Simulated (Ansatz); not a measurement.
# SnO2 (Fm-3m) in Ansatz: elastic constants with PBEsol

Aim: the elastic constants of SnO2 with PBEsol.

All numbers are computed with Ansatz 0.2.0; they aren't measurements. Logs are shortened: lines on timing, memory, paths and dates and some standing lists are left out, and cuts for length are marked.

**1. The structure**

The structure is cubic, space group Fm-3m (No. 225). Conventional cell: a = 5.148 Å, b = 5.148 Å, c = 5.148 Å, α = 90.00°, β = 90.00°, γ = 90.00°. Sn (site symmetry m-3m) is surrounded by 8 O at 2.23 Å. Around O (site symmetry -43m) lie 4 Sn at 2.23 Å.

Measurements of this composition are mostly on another form, of space group No. 136.

**2. Elastic constants, PBEsol**

Input file input.yaml:

```yaml
crystal:
  lattice:
    - [0.0, 2.57415, 2.57415]
    - [2.57415, 0.0, 2.57415]
    - [2.57415, 2.57415, 0.0]
  atoms:
    - { symbol: Sn, position: [0.0, 0.0, 0.0] }
    - { symbol: O, position: [0.75, 0.75, 0.75] }
    - { symbol: O, position: [0.25, 0.25, 0.25] }
hamiltonian:
  xc: pbesol
  pseudopotentials: { kind: paw }
kpoints:
  mp_grid: { grid: [7, 7, 7] }
scf:
  occupations: { method: fermi_dirac, width: 0.05 }
output:
  forces: true
  stress: true
elastic:
  mode: clamped_ion
  stencil: two_point
```

Potentials or basis: Ansatz PAW.

Command:

```bash
$ ansatz run input.yaml --threads 2 --pin off --max-ram 5632MiB --backend cpu --events-out ev --progress --plain --runs-dir out
```

The program printed:

```text
Warning: RAYON_NUM_THREADS=2 ignored (pool sized by the plan → 2); use --threads N
Engine: ansatz 0.2.0, aarch64-unknown-linux-gnu
Pseudopotentials: kind: paw
Pseudopotential: Sn, paw, valence charge 14, recommended cutoff 420 eV (normal), Sn.paw.azcp
Pseudopotential: O, paw, valence charge 6, recommended cutoff 420 eV (normal), O.paw.azcp
Functional definition: PBEsol
  exchange = pbesol_x
  correlation = pbesol_c
Crystal: 3 atoms, lattice volume = 34.114 Å³
Basis set: ecut = 420 eV, 645 PW (Γ), exchange–correlation on 50×50×50 points (8 copies of the dense FFT grid, shifted against one another)
Bands: 17, of which v1, the nominal top of the filled ones, is band 13 counted from 1 (12 counted from 0)
Symmetry: 48 space group operations
Space group: Fm-3m (ITA 225), of the structure as read, at distance tolerance 3.2e-5 Å
k-points: 20 of 343
Non-local potential: Sn, projectors of the file, l = 0: 2, l = 1: 2, l = 2: 2, l = 3: 2
Non-local potential: O, projectors of the file, l = 0: 2, l = 1: 2, l = 2: 1
PAW form: soft (Blöchl's): semilocal exchange-correlation on the pseudo side does not see the compensation charge
PAW frozen core: Sn, regenerated for the run's functional, and the local potential with it (the file was generated under x = pbe(κ = 0.804, μ = 0.2195149727645171), c = pbe(β = 0.06672455060314922))
PAW frozen core: O, regenerated for the run's functional, and the local potential with it (the file was generated under x = pbe(κ = 0.804, μ = 0.2195149727645171), c = pbe(β = 0.06672455060314922))
PAW one-centre angular grid: Sn, 590 points (default); XC on 64 Gauss nodes
PAW one-centre angular grid: O, 110 points (default); XC on 64 Gauss nodes
Initial density: superposition of atomic densities (neutral atoms: chi_scale 0, normalization atom), corrected by the library's trained network
Initial wavefunctions: pseudopotential atomic-orbital guess
Functional: x = pbesol(κ = 0.804, μ = 0.12345679012345678), c = pbesol(β = 0.046)
SCF iter   1: F=—  HF=-7070.843060 eV  |F-HF|=—  |Δ(HF+E_count)|=         —  Δρ=1.25e-2  dr2=3.90e-2  ethr=1.77e-3  ⟨swp⟩=5.5  Hψ=1668  notcnv=0
preconditioner: auto → none  [insulator: Δε(μ)=1.507 eV  Ē_g=19.412 eV  σ=0.050 eV  W_gap=0.97  n_scr=14 (ndim 8)  ℏωp=32.4 eV  f_vac=0.038  D(μ)=0.11/eV (n_scr^D=0)  ε∞_Penn≈3.8]
SCF iter   2: F=—  HF=-7070.832686 eV  |F-HF|=—  |Δ(HF+E_count)|=   1.04e-2  Δρ=5.21e-3  dr2=7.21e-3  ethr=1.50e-4  ⟨swp⟩=2.0  Hψ=723  notcnv=0
SCF iter   3: F=—  HF=-7070.830499 eV  |F-HF|=—  |Δ(HF+E_count)|=   2.19e-3  Δρ=9.75e-4  dr2=2.17e-4  ethr=2.77e-5  ⟨swp⟩=2.2  Hψ=569  notcnv=0
SCF iter   4: F=—  HF=-7070.830570 eV  |F-HF|=—  |Δ(HF+E_count)|=   7.10e-5  Δρ=3.11e-4  dr2=1.44e-5  ethr=8.33e-7  ⟨swp⟩=2.0  Hψ=587  notcnv=0
SCF iter   5: F=—  HF=-7070.830601 eV  |F-HF|=—  |Δ(HF+E_count)|=   3.09e-5  Δρ=3.72e-5  dr2=4.12e-7  ethr=5.54e-8  ⟨swp⟩=2.2  Hψ=516  notcnv=0
SCF iter   6: F=—  HF=-7070.830605 eV  |F-HF|=—  |Δ(HF+E_count)|=   3.78e-6  Δρ=2.39e-6  dr2=1.96e-9  ethr=1.58e-9  ⟨swp⟩=2.0  Hψ=559  notcnv=0
SCF iter   7: F=—  HF=-7070.830605 eV  |F-HF|=—  |Δ(HF+E_count)|=   3.55e-9  Δρ=2.10e-7  dr2=6.17e-12  ethr=7.55e-12  ⟨swp⟩=2.5  Hψ=581  notcnv=0
SCF iter   8: F=—  HF=-7070.830605 eV  |F-HF|=—  |Δ(HF+E_count)|=  1.82e-11  Δρ=4.07e-8  dr2=3.90e-13  ethr=2.37e-14 (applied; sched 1.00e-12)  ⟨swp⟩=2.3  Hψ=607  notcnv=0
SCF iter   9: F=-7070.830605 eV  HF=-7070.830605 eV  |F-HF|=1.82e-12  |Δ(HF+E_count)|=  5.46e-12  Δρ=1.90e-9  dr2=5.51e-16  ethr=1.00e-12  ⟨swp⟩=4.2  Hψ=1158  notcnv=0
SCF 1 converged in 9 iterations: F = -7070.830605 eV  dr2 = 5.51e-16
Crystal: 3 atoms, lattice volume = 34.046 Å³
Symmetry: 16 space group operations
k-points: 40 of 343
Initial density: handed on by an earlier stage of this run
Initial wavefunctions: those handed on with the density
iter 1 solved again at ethr=1.86e-7 eV; its pass at ethr=3.10e-3 eV (dr2=4.85e-5 eV) is discarded
SCF iter   1: F=—  HF=-7070.833479 eV  |F-HF|=—  |Δ(HF+E_count)|=         —  Δρ=4.31e-4  dr2=4.61e-5  ethr=1.86e-7  ⟨swp⟩=2.0  Hψ=3835  notcnv=0
preconditioner: auto → none  [insulator: Δε(μ)=1.568 eV  Ē_g=19.493 eV  σ=0.050 eV  W_gap=0.97  n_scr=14 (ndim 8)  ℏωp=32.4 eV  f_vac=0.038  D(μ)=0.11/eV (n_scr^D=0)  ε∞_Penn≈3.8]
SCF iter   2: F=—  HF=-7070.833476 eV  |F-HF|=—  |Δ(HF+E_count)|=   3.90e-6  Δρ=2.05e-4  dr2=8.89e-6  ethr=1.77e-7  ⟨swp⟩=2.0  Hψ=991  notcnv=0
SCF iter   3: F=—  HF=-7070.833471 eV  |F-HF|=—  |Δ(HF+E_count)|=   5.00e-6  Δρ=6.92e-5  dr2=8.60e-7  ethr=3.42e-8  ⟨swp⟩=2.1  Hψ=941  notcnv=0
SCF iter   4: F=—  HF=-7070.833472 eV  |F-HF|=—  |Δ(HF+E_count)|=   1.85e-6  Δρ=1.92e-5  dr2=5.78e-8  ethr=3.31e-9  ⟨swp⟩=2.3  Hψ=1012  notcnv=0
SCF iter   5: F=—  HF=-7070.833472 eV  |F-HF|=—  |Δ(HF+E_count)|=   1.55e-8  Δρ=2.37e-6  dr2=9.03e-10  ethr=2.22e-10  ⟨swp⟩=2.7  Hψ=1198  notcnv=0
SCF iter   6: F=—  HF=-7070.833472 eV  |F-HF|=—  |Δ(HF+E_count)|=  8.80e-10  Δρ=1.58e-7  dr2=5.02e-12  ethr=3.47e-12  ⟨swp⟩=2.4  Hψ=965  notcnv=0
SCF iter   7: F=-7070.833472 eV  HF=-7070.833472 eV  |F-HF|=0.00e0  |Δ(HF+E_count)|=  1.27e-11  Δρ=1.42e-8  dr2=4.68e-14  ethr=1.00e-12  ⟨swp⟩=3.5  Hψ=2909  notcnv=0
SCF 2 converged in 7 iterations: F = -7070.833472 eV  dr2 = 4.68e-14
Crystal: 3 atoms, lattice volume = 34.182 Å³
iter 1 solved again at ethr=1.01e-9 eV; its pass at ethr=3.10e-3 eV (dr2=2.61e-7 eV) is discarded
SCF iter   1: F=—  HF=-7070.827298 eV  |F-HF|=—  |Δ(HF+E_count)|=         —  Δρ=1.90e-4  dr2=2.63e-7  ethr=1.01e-9  ⟨swp⟩=2.3  Hψ=3701  notcnv=0
preconditioner: auto → none  [insulator: Δε(μ)=1.542 eV  Ē_g=19.456 eV  σ=0.050 eV  W_gap=0.97  n_scr=14 (ndim 8)  ℏωp=32.4 eV  f_vac=0.039  D(μ)=0.11/eV (n_scr^D=0)  ε∞_Penn≈3.8]
SCF iter   2: F=—  HF=-7070.827382 eV  |F-HF|=—  |Δ(HF+E_count)|=   8.47e-5  Δρ=9.51e-5  dr2=6.63e-8  ethr=1.01e-9  ⟨swp⟩=2.0  Hψ=833  notcnv=0
SCF iter   3: F=—  HF=-7070.827405 eV  |F-HF|=—  |Δ(HF+E_count)|=   2.27e-5  Δρ=1.07e-5  dr2=2.52e-8  ethr=2.55e-10  ⟨swp⟩=2.0  Hψ=965  notcnv=0
SCF iter   4: F=—  HF=-7070.827405 eV  |F-HF|=—  |Δ(HF+E_count)|=   4.44e-8  Δρ=7.50e-7  dr2=2.33e-11  ethr=9.68e-11  ⟨swp⟩=2.0  Hψ=907  notcnv=0
SCF iter   5: F=—  HF=-7070.827405 eV  |F-HF|=—  |Δ(HF+E_count)|=   1.24e-9  Δρ=1.25e-7  dr2=3.42e-12  ethr=8.97e-14 (applied; sched 1.00e-12)  ⟨swp⟩=2.3  Hψ=1153  notcnv=0
SCF iter   6: F=—  HF=-7070.827405 eV  |F-HF|=—  |Δ(HF+E_count)|=  2.09e-11  Δρ=1.81e-8  dr2=1.25e-13  ethr=1.31e-14 (applied; sched 1.00e-12)  ⟨swp⟩=2.3  Hψ=1101  notcnv=0
SCF iter   7: F=-7070.827405 eV  HF=-7070.827405 eV  |F-HF|=9.09e-13  |Δ(HF+E_count)|=  9.09e-13  Δρ=6.67e-9  dr2=1.82e-14  ethr=1.00e-12  ⟨swp⟩=4.7  Hψ=2176  notcnv=0
SCF 3 converged in 7 iterations: F = -7070.827405 eV  dr2 = 1.82e-14
Symmetry: 8 space group operations
k-points: 64 of 343
iter 1 solved again at ethr=1.31e-8 eV; its pass at ethr=3.10e-3 eV (dr2=3.42e-6 eV) is discarded
SCF iter   1: F=—  HF=-7070.830619 eV  |F-HF|=—  |Δ(HF+E_count)|=         —  Δρ=2.05e-4  dr2=3.51e-6  ethr=1.31e-8  ⟨swp⟩=3.0  Hψ=6466  notcnv=0
preconditioner: auto → none  [insulator: Δε(μ)=1.562 eV  Ē_g=19.474 eV  σ=0.050 eV  W_gap=0.97  n_scr=14 (ndim 8)  ℏωp=32.4 eV  f_vac=0.039  D(μ)=0.11/eV (n_scr^D=0)  ε∞_Penn≈3.8]
SCF iter   2: F=—  HF=-7070.830624 eV  |F-HF|=—  |Δ(HF+E_count)|=   4.49e-6  Δρ=9.40e-5  dr2=6.98e-7  ethr=1.31e-8  ⟨swp⟩=1.0  Hψ=1088  notcnv=0
SCF iter   3: F=—  HF=-7070.830624 eV  |F-HF|=—  |Δ(HF+E_count)|=   2.12e-7  Δρ=5.26e-6  dr2=4.53e-9  ethr=2.68e-9  ⟨swp⟩=1.0  Hψ=1101  notcnv=0
SCF iter   4: F=—  HF=-7070.830624 eV  |F-HF|=—  |Δ(HF+E_count)|=  4.13e-10  Δρ=2.29e-6  dr2=1.41e-9  ethr=1.74e-11  ⟨swp⟩=2.1  Hψ=1642  notcnv=0
SCF iter   5: F=—  HF=-7070.830624 eV  |F-HF|=—  |Δ(HF+E_count)|=  3.22e-10  Δρ=8.81e-7  dr2=2.05e-10  ethr=5.41e-12  ⟨swp⟩=2.0  Hψ=1565  notcnv=0
SCF iter   6: F=—  HF=-7070.830624 eV  |F-HF|=—  |Δ(HF+E_count)|=  4.73e-11  Δρ=1.91e-7  dr2=7.80e-12  ethr=7.89e-13 (applied; sched 1.00e-12)  ⟨swp⟩=2.1  Hψ=1416  notcnv=0
SCF iter   7: F=-7070.830624 eV  HF=-7070.830624 eV  |F-HF|=9.09e-13  |Δ(HF+E_count)|=  1.82e-12  Δρ=2.06e-8  dr2=6.55e-14  ethr=1.00e-12  ⟨swp⟩=3.5  Hψ=4529  notcnv=0
SCF 4 converged in 7 iterations: F = -7070.830624 eV  dr2 = 6.55e-14
iter 1 solved again at ethr=5.30e-10 eV; its pass at ethr=3.10e-3 eV (dr2=1.38e-7 eV) is discarded
SCF iter   1: F=—  HF=-7070.830570 eV  |F-HF|=—  |Δ(HF+E_count)|=         —  Δρ=1.39e-4  dr2=1.39e-7  ethr=5.30e-10  ⟨swp⟩=1.7  Hψ=5615  notcnv=0
preconditioner: auto → none  [insulator: Δε(μ)=1.562 eV  Ē_g=19.474 eV  σ=0.050 eV  W_gap=0.97  n_scr=14 (ndim 8)  ℏωp=32.4 eV  f_vac=0.040  D(μ)=0.11/eV (n_scr^D=0)  ε∞_Penn≈3.8]
SCF iter   2: F=—  HF=-7070.830612 eV  |F-HF|=—  |Δ(HF+E_count)|=   4.25e-5  Δρ=6.94e-5  dr2=3.52e-8  ethr=5.30e-10  ⟨swp⟩=2.0  Hψ=1211  notcnv=0
SCF iter   3: F=—  HF=-7070.830624 eV  |F-HF|=—  |Δ(HF+E_count)|=   1.15e-5  Δρ=7.92e-6  dr2=1.45e-8  ethr=1.35e-10  ⟨swp⟩=2.0  Hψ=1472  notcnv=0
SCF iter   4: F=—  HF=-7070.830624 eV  |F-HF|=—  |Δ(HF+E_count)|=   1.96e-8  Δρ=2.33e-7  dr2=4.67e-12  ethr=5.56e-11  ⟨swp⟩=2.0  Hψ=1449  notcnv=0
SCF iter   5: F=—  HF=-7070.830624 eV  |F-HF|=—  |Δ(HF+E_count)|=  9.64e-11  Δρ=7.86e-8  dr2=1.07e-12  ethr=1.80e-14 (applied; sched 1.00e-12)  ⟨swp⟩=2.5  Hψ=1870  notcnv=0
SCF iter   6: F=—  HF=-7070.830624 eV  |F-HF|=—  |Δ(HF+E_count)|=  6.37e-12  Δρ=1.94e-8  dr2=1.13e-13  ethr=4.12e-15 (applied; sched 1.00e-12)  ⟨swp⟩=2.0  Hψ=1914  notcnv=0
SCF iter   7: F=-7070.830624 eV  HF=-7070.830624 eV  |F-HF|=0.00e0  |Δ(HF+E_count)|=  9.09e-13  Δρ=3.38e-9  dr2=4.64e-15  ethr=1.00e-12  ⟨swp⟩=4.2  Hψ=3401  notcnv=0
SCF 5 converged in 7 iterations: F = -7070.830624 eV  dr2 = 4.64e-15
SCF converged after 9 iterations
Free energy (F): -7070.830605 eV
Harris-Foulkes:  -7070.830605 eV  (|F-HF|=1.82e-12)
Internal energy: -7070.829098 eV  (E = F + TS)
E sigma→0 (E₀):  -7070.829852 eV
Entropy (-TS):   -0.001507 eV (-0.502 meV/atom)
Fermi energy:    10.855422 eV
--- Per-component energies (eV) ---
  E_band       = -30.122678
  E_kinetic    = 538.267407
  E_local      = -1228.901214  (includes V_loc(G=0)·N_el)
  E_nonlocal   = 68.981120
  E_hartree    = 657.344448
  E_xc         = -521.903916
  E_vxc        = -280.965265  (∫ρ·V_xc dr)
  E_paw        = -4380.048942  (= ΣΔE_a)
  E_vpaw       = -442.198320  (= ΣTr[D̂ρ^β])
  E_aug_tail   = 0.004697  (compensation charges beyond the density's cutoff)
  E_ewald      = -2204.928113
  E_core_change = 0.355416  (= ΣΔE_core)
  E_smearing   = -0.001507  (= −TS)
  E_closure    = -0.000000  (closes the sum)
  Σ components = -7070.830605   (vs F -7070.830605, Δ=0.00e0)
--- Forces (eV/Å), atoms counted from 1 ---
  atom   1  Sn    -0.00000000     0.00000000     0.00000000
  atom   2  O     -0.00000000    -0.00000000    -0.00000000
  atom   3  O     -0.00000000     0.00000000     0.00000000
  max |Σ_I F_I| component: 3.01e-17 eV/Å
--- Stress (GPa, compression-positive) ---
       -6.934499       0.000000      -0.000000
       -0.000000      -6.934499       0.000000
       -0.000000       0.000000      -6.934499
  P = ⅓ Tr σ = -6.9345 GPa (-69.345 kbar)
--- Band table (eV; the first three rows and the last of 20) ---
  k-point 0: bands = ["-9.6912", "-9.6912", "-9.6912", "-9.5595", "-9.5595", "-8.4958", "-4.8194", "7.9599", "7.9599", "7.9599", "9.4438", "9.4438", "9.4438", "10.5156", "17.5984", "17.5984", "17.5984"]
  k-point 1: bands = ["-9.7617", "-9.6777", "-9.6777", "-9.5596", "-9.5596", "-8.2910", "-4.8237", "7.2048", "7.8600", "7.8600", "8.3163", "9.3096", "9.3096", "12.2366", "17.4394", "18.0784", "18.0784"]
  k-point 2: bands = ["-9.9372", "-9.6566", "-9.6566", "-9.5501", "-9.5501", "-7.6620", "-5.0147", "5.7845", "7.5598", "7.6608", "7.6608", "9.0079", "9.0079", "14.0656", "17.6876", "19.2820", "19.2820"]
  k-point 19: bands = ["-9.9809", "-9.8593", "-9.5957", "-9.5539", "-9.5446", "-5.9673", "-5.6901", "2.9099", "5.1391", "7.1026", "8.2822", "10.3541", "10.6584", "14.8259", "19.6150", "19.6343", "20.7204"]
--- Elastic constants: 2 strain directions × 2 members + reference (group order 48) ---
  dense FFT box of the reference and of every strained cell: 25×25×25
  strains applied: 11, 23; error gains: componentwise 1.00 (the most a stress slope's error grows in a printed constant), spectral 1.73 (1 for all six strains in a standard setting)
  C = ∂σ_k/∂η_j (tension-positive GPa; Voigt order 11 22 33 23 13 12):
       443.794     39.383     39.383     -0.000     -0.000      0.000
        39.383    443.794     39.383      0.000     -0.000     -0.000
        39.383     39.383    443.794     -0.000      0.000      0.000
        -0.000      0.000      0.000      8.931      0.000     -0.000
         0.000     -0.000     -0.000     -0.000      8.931     -0.000
         0.000     -0.000      0.000     -0.000      0.000      8.931
  reference stress σ⁰ (GPa):      6.934      6.934      6.934     -0.000      0.000     -0.000
  C* (energy form; C + prestress term) asymmetry max|C*_kj − C*_jk| = 1.421e-14 GPa — a small one proves nothing (zero by symmetry where the batch's group is 432, −43m or m−3m); a large one is finite-difference/SCF noise where every solve meets its electron count
  moduli (Voigt/Reuss/Hill, GPa): K = 174.19/174.19/174.19   G = 86.24/14.46/50.35   E = 137.78   ν = 0.368
  mechanically stable: yes (min eigenvalue of sym C = 8.93 GPa)
  strain η (Voigt 11):  stress-route row diagonal C_11 = 443.79 GPa, energy-path curvature d²(F+E_count+ΔE)/dδ²/Ω₀ = 446.11 GPa
         δ    σ_11 (GPa)             F (eV)   n_scf  n_hpsi   n_pw
    -2.000e-3       6.0433       -7070.8334724       7   12571    674
     2.000e-3       7.8185       -7070.8274050       7   11558    678
  strain η (Voigt 23):  stress-route row diagonal C_44 = 8.93 GPa, energy-path curvature d²(F+E_count+ΔE)/dδ²/Ω₀ = 7.20 GPa
         δ    σ_23 (GPa)             F (eV)   n_scf  n_hpsi   n_pw
    -2.000e-3      -0.0179       -7070.8306238       7   18963    675
     2.000e-3       0.0179       -7070.8306238       7   18092    675
```

Wall time 7 s (2 threads of Arm Neoverse N1, shared host); peak memory 0.4 GiB.

Results:

| Item | Value |
| --- | --- |
| Free energy | -7070.8306 eV |
| Pressure | -6.9 GPa |
| Band gap on the k mesh | none (metal or under the smearing width) |
| Clamped-ion elastic constants C11, C12, C44 | 444, 39, 9 GPa |
| Voigt bulk modulus | 174 GPa |

Elastic tensor in Voigt notation (GPa, ions clamped, in the Cartesian axes of the cell as first typed):
```
444  39  39   0   0   0
 39 444  39   0   0   0
 39  39 444   0   0   0
  0   0   0   9   0   0
  0   0   0   0   9   0
  0   0   0   0   0   9
```

Caveat: the cell is more than 3 GPa from zero pressure, which shifts response properties; elastic constants of metals need much finer meshes, so these are rough; the pressure holds a Pulay correction of +1.0 GPa for the finite cutoff; the PAW data sets come from PBE, with cores solved anew for the run's functional, which leaves a small shift of forces and pressure.
